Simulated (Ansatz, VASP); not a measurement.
**Nb in VASP and in Ansatz**

Contents of INCAR:

```
SYSTEM = Nb
PREC = Accurate
ENCUT = 520
EDIFF = 1E-6
ISMEAR = 0
SIGMA = 0.15
LREAL = .False.
LASPH = .True.
NELM = 100
ALGO = Fast
ISIF = 2
LWAVE = .False.
LCHARG = .True.
GGA = PS
LELF = .True.
LVHAR = .True.
NBANDS = 12
```

KPOINTS

```
Automatic mesh
0
Gamma
  22 22 22
  0 0 0
```

The input POSCAR:

```
Nb
1.0
   -1.5658369003      1.5658369003      1.8790042803
    1.5658369003     -1.5658369003      1.8790042803
    1.5658369003      1.5658369003     -1.8790042803
Nb
1
Direct
    0.0000000000      0.0000000000      0.0000000000
```

Input for Ansatz:

```yaml
crystal:
  lattice:
    - [-1.5658369003, 1.5658369003, 1.8790042803]
    - [1.5658369003, -1.5658369003, 1.8790042803]
    - [1.5658369003, 1.5658369003, -1.8790042803]
  atoms:
    - { symbol: Nb, position: [0.0, 0.0, 0.0] }
basis:
  ecutwfc: 420
kpoints:
  mp_grid: { grid: [22, 22, 22] }
hamiltonian:
  xc: pbesol
scf:
  occupations: { method: gaussian, width: 0.15 }
output:
  forces: true
  stress: true
  eigenvalues: true
```

Alike in both runs: task single point; functional PBEsol; k mesh 22 × 22 × 22; occupations gaussian, width 0.15 eV; no spin polarisation.

```csv
,VASP,Ansatz
version,VASP 6.6.1,Ansatz 0.2.0
potentials or method,"VASP PAW PBE potentials, release 64 (Nb_sv)","scalar-relativistic, plane waves, PAW"
plane-wave cutoff (eV),520,420
valence electrons in the cell,13,13
```

```csv
,VASP,Ansatz,Ansatz less VASP
gap on the k mesh at the Fermi level (eV),none,none,-
pressure (GPa),-6.3,-6.0,+0.30
largest component of the traceless stress (GPa),12.30,12.37,+0.065
```

A gap of «none» marks a metal or a gap that the smearing closes.

Caveats: the PAW data sets were made with another functional, which shifts forces and pressure a little (VASP).
